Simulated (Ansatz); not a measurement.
Two structures of LiCl under several functionals

Plane-wave DFT in Ansatz with scalar-relativistic PAW potentials (420 eV, r2SCAN 500 eV). Each structure was relaxed within its symmetry at each level.
A. P6_3mc, 4 atoms in the computed cell, a = 3.846 Å, c = 6.156 Å; sites (symmetry × multiplicity) Li 3m. × 2, Cl 3m. × 2
B. Fm-3m, 2 atoms in the computed cell, a = 5.037 Å; sites (symmetry × multiplicity) Li m-3m × 4, Cl m-3m × 4
(cells at PBE+D3(BJ))

Problem. Does the choice of functional change which is lower?

Solution.
| level | E(B) − E(A) (meV/atom) | V(A) (Å³/atom) | V(B) (Å³/atom) |
| --- | --- | --- | --- |
| PBE+D3(BJ) | -21.7 | 19.72 | 15.97 |
| PBEsol | -14.7 | 20.13 | 16.22 |
| PBE | 25.9 | 20.98 | 17.06 |

The order changes with the functional, so these levels can't settle it. Functionals that bind more strongly (LDA, PBEsol, a dispersion term) tend to favour the denser structure.